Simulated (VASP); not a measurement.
# Li (a cell with a defect) in VASP: notebook

Runs on Li (a cell with a defect). Level: PBE. Tasks: single point.

Program: VASP 6.6.1. These are calculated values, not measurements. Logs are shortened: lines on timing, memory, paths and dates and some standing lists are left out, and cuts for length are marked.

## (1) The structure

The cell holds a defect, 15 atoms: a = 6.867 Å, b = 6.867 Å, c = 6.867 Å, α = 90.00°, β = 90.00°, γ = 90.00°.

The cell was built by a generator and needn't be a form met in nature.

## (2) Single point, PBE

The input, INCAR:

```
ALGO     = Normal         # electronic algorithm
EDIFF    = 1E-7           # SCF threshold, eV
ENCUT    = 520            # plane-wave cutoff, eV
GGA      = PE             # functional
ISIF     = 2              # what is computed and relaxed
ISMEAR   = 1              # smearing method
LASPH    = True           # aspherical terms in the spheres
LCHARG   = False          # write CHGCAR
LREAL    = Auto         
LWAVE    = False          # write WAVECAR
NBANDS   = 36             # bands
NELM     = 80             # most SCF steps
PREC     = Accurate       # precision mode
SIGMA    = 0.1            # smearing width, eV
```

The input, KPOINTS:

```
k-points
0
Gamma
  2 2 2
```

The input, POSCAR:

```
Li
1.0
    6.8672126126      0.0000000000      0.0000000000
    0.0000000000      6.8672126126      0.0000000000
    0.0000000000      0.0000000000      6.8672126126
Li
15
Direct
    0.0000000000      0.0000000000      0.4999999554
    0.0000000000      0.4999999554      0.0000000000
    0.0000000000      0.4999999554      0.4999999554
    0.4999999554      0.0000000000      0.0000000000
    0.4999999554      0.0000000000      0.4999999554
    0.4999999554      0.4999999554      0.0000000000
    0.4999999554      0.4999999554      0.4999999554
    0.2401345485      0.2401345485      0.2401345485
    0.2401345485      0.2401345485      0.7598655079
    0.2401345485      0.7598655079      0.2401345485
    0.2401345485      0.7598655079      0.7598655079
    0.7598655079      0.2401345485      0.2401345485
    0.7598655079      0.2401345485      0.7598655079
    0.7598655079      0.7598655079      0.2401345485
    0.7598655079      0.7598655079      0.7598655079
```

Potentials or basis: VASP PAW PBE potentials, release 64 (Li_sv).

The run is started by

```
> cat potpaw_PBE.64/Li_sv/POTCAR > POTCAR
> mpirun -np 1 vasp_std > vasp.out
```

OUTCAR:

```text
EDIFF = 1E-7
   ENCUT = 520
   GGA = PE
   ISIF = 2
   ISMEAR = 1
   LASPH = True
   LREAL = Auto
   NELM = 80
   PREC = Accurate

 ion  position               nearest neighbor table
   1  0.000  0.000  0.500-
   2  0.000  0.500  0.000-
   3  0.000  0.500  0.500-
   4  0.500  0.000  0.000-
   5  0.500  0.000  0.500-
   6  0.500  0.500  0.000-
   7  0.500  0.500  0.500-
   8  0.240  0.240  0.240-
   9  0.240  0.240  0.760-
  10  0.240  0.760  0.240-
  11  0.240  0.760  0.760-
  12  0.760  0.240  0.240-
  13  0.760  0.240  0.760-
  14  0.760  0.760  0.240-
  15  0.760  0.760  0.760-

  LATTYP: Found a simple cubic cell.
 ALAT       =     6.8672126126

  Lattice vectors:

 A1 = (   6.8672126126,   0.0000000000,   0.0000000000)
 A2 = (   0.0000000000,   6.8672126126,   0.0000000000)
 A3 = (   0.0000000000,   0.0000000000,   6.8672126126)

Analysis of symmetry for initial positions (statically):
=====================================================================
 Subroutine PRICEL returns:
 Original cell was already a primitive cell.

 Routine SETGRP: Setting up the symmetry group for a
 simple cubic supercell.

 Subroutine GETGRP returns: Found 48 space group operations
 (whereof 48 operations were pure point group operations)
 out of a pool of 48 trial point group operations.

The static configuration has the point symmetry O_h .

Analysis of symmetry for dynamics (positions and initial velocities):
=====================================================================
 Subroutine PRICEL returns:
 Original cell was already a primitive cell.

 Routine SETGRP: Setting up the symmetry group for a
 simple cubic supercell.

 Subroutine GETGRP returns: Found 48 space group operations
 (whereof 48 operations were pure point group operations)
 out of a pool of 48 trial point group operations.

[... 110 lines left out ...]
   NFREE  =      0    steps in history (QN), initial steepest desc. (CG)
   ISIF   =      2    stress and relaxation
   ISYM   =      2    0-nonsym 1-usesym 2-fastsym
   POTIM  = 0.5000    time-step for ionic-motion
   TEBEG  =    0.0;   TEEND  =   0.0 temperature during run
   PSTRESS=    0.0 pullay stress
   NELECT =      45.0000    total number of electrons
   NUPDOWN=      -1.0000    fix difference up-down
   EMIN   =  10.00;   EMAX   =-10.00  energy-range for DOS
   EFERMI =   0.00;   METHOD = LEGACY
   ISMEAR =     1;   SIGMA  =   0.10  broadening in eV -4-tet -1-fermi 0-gaus
   EFERMI_NEDOS =   21; number of points for ismear=-14 and -15
   IALGO  =     38    algorithm
   IMIX   =      4    mixing-type and parameters
     AMIX     =   0.40;   BMIX     =  1.00
     AMIX_MAG =   1.60;   BMIX_MAG =  1.00
  volume/ion in A,a.u.               =      21.59       145.70
  Fermi-wavevector in a.u.,A,eV,Ry     =   0.847940  1.602374  9.782622  0.719002
  Thomas-Fermi vector in A             =   1.963525
   LORBIT       =      0    0 simple, 1 ext, 2 COOP (PROOUT), +10 PAW based schemes
   GGA     = PE    functional components
   LHFCALC =     F    Hartree Fock is set to
   AEXX    =    0.0000 exact exchange contribution
   IVDW    =     0    specifies the selected vdW correction
   LEPSILON=     F    determine dielectric tensor
   LRPA    =     F    only Hartree local field effects (RPA)
 non-spin polarized calculation
 Methfessel and Paxton  Order N= 1 SIGMA  =   0.10
  energy-cutoff  :      520.00
  volume of cell :      323.85
 maximum number of plane-waves:      8744
 NGX is ok and might be reduce to    54
   NGX = 25   NGY = 25   NGZ = 25

 number of electron      45.0000097 magnetization

 Free energy of the ion-electron system (eV)
  ---------------------------------------------------
  ext. energy  EPLUGINS =         0.00000000
  ---------------------------------------------------
  free energy    TOTEN  =       -27.47110562 eV

  energy without entropy =      -27.46973342  energy(sigma->0) =      -27.47064822

 E-fermi :   0.4163     XC(G=0):  -6.8754

 val. band max:        0.4091118520   @ k =   0.5000   0.5000   0.0000
 cond. band min:       0.4974746241   @ k =   0.5000   0.5000   0.0000
 fundamental gap:      0.0883627721
 Fermi energy:         0.4163181920

 k-point     1 :       0.0000    0.0000    0.0000
  band No.  band energies     occupation
      1     -46.4095      2.00000
      2     -46.2091      2.00000
      3     -46.2028      2.00000
      4     -46.2028      2.00000
      5     -46.2028      2.00000
      6     -46.2011      2.00000
[... 137 lines left out ...]
     33       3.1695      0.00000
     34       3.1695      0.00000
 [bands above 34 left out]

------------------------ aborting loop because EDIFF is reached ----------------------------------------

  FORCE on cell =-STRESS in cart. coord.  units (eV):
  Direction    XX          YY          ZZ          XY          YZ          ZX
  --------------------------------------------------------------------------------------
  -------------------------------------------------------------------------------------
  Total       -0.4187829     -0.4187829     -0.4187829      0.0000000      0.0000000      0.0000000
  in kB       -2.0718485     -2.0718485     -2.0718485      0.0000000      0.0000000      0.0000000
  external PRESSURE =      -2.0718485 kB  Pullay stress =       0.0000000 kB

 VOLUME and BASIS-vectors are now :
 -----------------------------------------------------------------------------
  energy-cutoff  :      520.00
  volume of cell :      323.85
      direct lattice vectors                 reciprocal lattice vectors
     6.867212613  0.000000000  0.000000000     0.145619490  0.000000000  0.000000000
     0.000000000  6.867212613  0.000000000     0.000000000  0.145619490  0.000000000
     0.000000000  0.000000000  6.867212613     0.000000000  0.000000000  0.145619490

 POSITION                                       TOTAL-FORCE (eV/Angst)
 -----------------------------------------------------------------------------------
      0.00000      0.00000      3.43361         0.000000      0.000000      0.000000
      0.00000      3.43361      0.00000         0.000000      0.000000      0.000000
      0.00000      3.43361      3.43361         0.000000      0.000000      0.000000
      3.43361      0.00000      0.00000         0.000000      0.000000      0.000000
      3.43361      0.00000      3.43361         0.000000      0.000000      0.000000
      3.43361      3.43361      0.00000         0.000000      0.000000      0.000000
      3.43361      3.43361      3.43361         0.000000      0.000000      0.000000
      1.64906      1.64906      1.64906        -0.002109     -0.002109     -0.002109
      1.64906      1.64906      5.21816        -0.002109     -0.002109      0.002109
      1.64906      5.21816      1.64906        -0.002109      0.002109     -0.002109
      1.64906      5.21816      5.21816        -0.002109      0.002109      0.002109
      5.21816      1.64906      1.64906         0.002109     -0.002109     -0.002109
      5.21816      1.64906      5.21816         0.002109     -0.002109      0.002109
      5.21816      5.21816      1.64906         0.002109      0.002109     -0.002109
      5.21816      5.21816      5.21816         0.002109      0.002109      0.002109
 -----------------------------------------------------------------------------------
    total drift:                               -0.000160     -0.000160     -0.000160

  FREE ENERGIE OF THE ION-ELECTRON SYSTEM (eV)
  ---------------------------------------------------
  free  energy   TOTEN  =       -27.4711056241 eV

  energy  without entropy=      -27.4697334230  energy(sigma->0) =      -27.47064822
```

Run time: 75 s. Hardware: 1 thread of Intel Xeon Platinum 8488C (Sapphire Rapids), shared host; peak memory 0.37 GiB.

What came out:

| Quantity | Value |
| --- | --- |
| Free energy | -27.4711 eV |
| Largest force | 0.004 eV/Å |
| Band gap on the k mesh | none (metal or under the smearing width) |

Forces in eV/Å, atoms in the order of the input:
```
Li   0.000  0.000  0.000
Li   0.000  0.000  0.000
Li   0.000  0.000  0.000
Li   0.000  0.000  0.000
Li   0.000  0.000  0.000
Li   0.000  0.000  0.000
Li   0.000  0.000  0.000
Li  -0.002 -0.002 -0.002
Li  -0.002 -0.002  0.002
Li  -0.002  0.002 -0.002
Li  -0.002  0.002  0.002
Li   0.002 -0.002 -0.002
Li   0.002 -0.002  0.002
Li   0.002  0.002 -0.002
Li   0.002  0.002  0.002
```

Caveat: the k mesh is coarse (spacing up to 0.46 Å⁻¹), so the values aren't converged; the cutoff is under 1.25 times the usual one of these potentials, so pressure, stress and relaxed cells hold a basis-set (Pulay) error.

## (3) Single point, PBE

The input, INCAR:

```
  PREC = Accurate
  ENCUT = 520
  EDIFF = 1E-6
  ISMEAR = 1
  SIGMA = 0.1
  LREAL = Auto
  LASPH = True
  NELM = 80
  ALGO = Fast
  ISIF = 2
  LWAVE = False
  LCHARG = True
  GGA = PE
  LELF = True
  LVHAR = True
  NBANDS = 36
```

The input, KPOINTS:

```
regular mesh
0
Gamma
  2 2 2
```

The input, POSCAR:

```
Li
1.0
    6.8672126126      0.0000000000      0.0000000000
    0.0000000000      6.8672126126      0.0000000000
    0.0000000000      0.0000000000      6.8672126126
Li
15
Direct
   -0.0005567033     -0.0005564121      0.5096776811
   -0.0005564121      0.5096770986     -0.0005568489
    0.0121381126      0.4920312200      0.4920316569
    0.5096776811     -0.0005562665     -0.0005569946
    0.4920310744      0.0121386951      0.4920313657
    0.4920312200      0.4920309288      0.0121376758
    0.4835641748      0.4835641748      0.4835646116
    0.2107210133      0.2107188290      0.2107202852
    0.2464938972      0.2464915673      0.7570339370
    0.2464940429      0.7570361212      0.2464937516
    0.2402762362      0.7652896883      0.7652873584
    0.7570335001      0.2464914217      0.2464934604
    0.7652873584      0.2402736151      0.7652877953
    0.7652869216      0.7652896883      0.2402759450
    0.7384109516      0.7384134271      0.7384112428
```

Potentials or basis: VASP PAW PBE potentials, release 64 (Li_sv).

The run is started by

```
> cat potpaw_PBE.64/Li_sv/POTCAR > POTCAR
> mpirun -np 1 vasp_std > vasp.out
```

It took 2.3 min on 1 thread of Intel Xeon Platinum 8488C (Sapphire Rapids), shared host; peak memory 0.35 GiB.

The run converged. Its results:

```
Free energy            : -27.4698 eV
Largest force          : 0.036 eV/Å
Band gap on the k mesh : none (metal or under the smearing width)
```

Forces on the atoms (eV/Å):
```
Li   0.001  0.001  0.001
Li   0.001  0.001  0.001
Li  -0.001  0.004  0.004
Li   0.001  0.001  0.001
Li   0.004 -0.001  0.004
Li   0.004  0.004 -0.001
Li  -0.016 -0.016 -0.016
Li   0.021  0.021  0.021
Li  -0.008 -0.008  0.010
Li  -0.008  0.010 -0.008
Li   0.009 -0.010 -0.010
Li   0.010 -0.008 -0.008
Li  -0.010  0.009 -0.010
Li  -0.010 -0.010  0.009
Li   0.000  0.000  0.000
```

Levels at points of the mesh, in eV from the Fermi level:
```
           k point  band 20  band 21  band 22  band 23  band 24  band 25
(0.00, 0.00, 0.00)    -0.95    -0.94    -0.75     0.28     0.31     0.31
(0.50, 0.00, 0.00)    -0.53    -0.52    -0.31    -0.30    -0.29    -0.28
(0.50, 0.50, 0.00)    -0.02     0.01     0.10     0.14     0.18     0.20
(0.50, 0.50, 0.50)    -1.59    -1.59    -1.58    -1.30     2.44     2.44
```

Caveat: the k mesh is coarse (spacing up to 0.46 Å⁻¹), so the values aren't converged; the cutoff is under 1.25 times the usual one of these potentials, so pressure, stress and relaxed cells hold a basis-set (Pulay) error.

(Part 1 of 2 ends here.)
